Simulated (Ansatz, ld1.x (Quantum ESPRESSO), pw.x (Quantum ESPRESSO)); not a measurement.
# Te (Z = 52): does the TM potential hold in the solid?

* Element: tellurium (Te)
* Generator: ld1.x (Quantum ESPRESSO) 7.5
* Type: norm-conserving Troullier–Martins (Kleinman–Bylander form)
* Functional: PBE
* Relativity: scalar-relativistic
* Frozen core: [Kr] 4d10
* Valence charge: 6
* Reference configuration: 5s2 5p4
* Partial waves: 5s (bound): rc 1.70 bohr; 5p (bound): rc 2.30 bohr; 5d channel at 0.2 Ry: rc 2.40 bohr
* Local potential: all-electron potential smoothed inside 1.60 bohr (lloc = -2)
* Core correction: none

Atomic tests: cutoffs needed: 30 Ry and 50 Ry (the cutoffs (Ry, on a coarse ladder) from which the occupation-weighted sum of valence levels, in a spherical-Bessel basis at the reference potential, stays within 10 and 1 mRy of its value at 400 Ry); ghost test: no extra level below or beside the all-electron valence levels (s, p, d, f tested) (spherical-Bessel basis up to 400 Ry, 20 bohr box); largest excitation error: +103 meV (all-electron minus pseudo) for 5s2 5p0, out of 7 test configurations.

Crystal test: sc Te in pw.x 7.5, no spin, 10³ k-points, Fermi–Dirac smearing 0.01 Ry, cutoffs 60/240 Ry. The reference is all-electron LAPW (Ansatz 0.2.0) with the same functional, mesh and smearing; V0 and B0 come from Birch–Murnaghan fits to the pressures at five volumes. Errors are pseudo minus all-electron; Δ is the rms difference of the E(V) curves that follow from these fits, minima aligned, over ±6 % about the mean V0. Mesh and smearing are coarse, so the numbers serve the comparison and aren't converged zero-temperature values; the lattice is a test structure that the element need not adopt.

```tsv
V (Å³/atom)	P all-electron (GPa)	P pseudo (GPa)
31.282	2.73	1.92
32.105	1.21	0.45
32.928	-0.11	-0.83
33.751	-1.25	-1.93
34.574	-2.23	-2.88
```

All-electron: a0 = 3.203 Å (V0 = 32.86 Å³/atom), B0 = 49.4 GPa.

Pseudopotential: mean pressure error (GPa): -0.72; a0 (Å): 3.187; a0 error (%): -0.49; B0 error (%): +3.8; Δ (meV/atom): 5.2.

**Question.** At the middle volume, how do free energy and pressure move when the wave cutoff is lowered (ecutrho kept at four times it)?

**Answer.**

```
cutoff (Ry)  shift of F (meV/atom)  shift of P (GPa)
         27                 +105.9             -1.60
         36                  +19.4             -0.07
         48                  +13.0             -0.04
```

The run at the middle volume (56 k-points, 7 iterations) took about 9.4 s on one core of a shared host (Neoverse-V1, 32 threads, 247 GiB, load 22).
